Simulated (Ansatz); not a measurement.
# SnSe: further runs on the relaxed cell

One table from this session's results is given with a row withheld; the runs are named, their logs left out.

Method: DFT r2SCAN, scalar-relativistic, plane waves, PAW, in Ansatz 0.2.0.

2 further runs of the same task are left out: 2 set aside as unsound or not needed.

### The structure to begin with

Symmetry: Pm-3m, No. 221, cubic system. Conventional cell: a = 3.663 Å, b = 3.663 Å, c = 3.663 Å, α = 90.00°, β = 90.00°, γ = 90.00°. Sn (site symmetry m-3m) has 8 Se at 3.17 Å as nearest neighbours. Se (site symmetry m-3m) is surrounded by 8 Sn at 3.17 Å.

Coordinates:

```cif
data_structure
_symmetry_space_group_name_H-M 'P 1'
_symmetry_Int_Tables_number 1
_cell_length_a 3.6625
_cell_length_b 3.6625
_cell_length_c 3.6625
_cell_angle_alpha 90.000
_cell_angle_beta 90.000
_cell_angle_gamma 90.000
_cell_volume 49.13
loop_
_atom_site_label
_atom_site_type_symbol
_atom_site_fract_x
_atom_site_fract_y
_atom_site_fract_z
_atom_site_occupancy
Sn1 Sn 0.50000 0.50000 0.50000 1
Se1 Se 0.00000 0.00000 0.00000 1
```

It is the result of an earlier relaxation at this level (volume 24.57 Å³/atom; gap on the mesh: none (metal)).

The first run:

The input, input.yaml:

```yaml
crystal:
  lattice:
    - [3.625541101, 0.0, 0.0]
    - [0.0, 3.625541101, 0.0]
    - [0.0, 0.0, 3.625541101]
  atoms:
    - { symbol: Sn, position: [0.5, 0.5, 0.5] }
    - { symbol: Se, position: [0.0, 0.0, 0.0] }
basis:
  ecutwfc: 500
kpoints:
  mp_grid: { grid: [12, 12, 12] }
hamiltonian:
  xc: r2scan
scf:
  occupations: { method: gaussian, width: 0.1 }
output:
  forces: true
  stress: true
  eigenvalues: true
```

The run is started by

```bash
ansatz run input.yaml --threads 1 --pin off --max-ram 2560MiB --backend cpu --events-out ev --progress --plain --runs-dir out
```

Steps of the session up to this table: Point at V/V0 = 0.97; Point at V/V0 = 1.03; The cell scaled to 0.94 of its volume; Volume × 1.06; The cell scaled to 0.91 of its volume; The cell scaled to 1.10 of its volume; Point at V/V0 = 0.88.

One table of the session follows, with a row left open; its other results are not shown here.

It belongs to the step «Fit of the equation of state». 

```
volume (Å³/atom)  energy above the lowest point (meV/atom)  pressure (GPa)
          21.617                                      75.4            9.03
          22.354                                         ?               ?
          23.091                                      16.6            3.85
          23.828                                       4.0            1.75
          24.565                                       0.0            0.05
          25.302                                       3.2           -1.42
          26.039                                      12.6           -2.67
          27.022                                      33.4           -4.06
```

Q: Estimate the row for volume (Å³/atom) = 22.354 from the others.

Worked estimate for «energy above the lowest point (meV/atom)». A straight line through the neighbours (21.617, 75.4) and (23.091, 16.6) gives 75.4 + (16.6 − 75.4) × (22.354 − 21.617) / (23.091 − 21.617) = 46.0; a parabola fitted to 3 rows on both sides gives 40.4.

As computed: energy above the lowest point (meV/atom): 40.0; pressure (GPa): 6.31. In «energy above the lowest point (meV/atom)» the line misses by +6.0 and the parabola by +0.4.
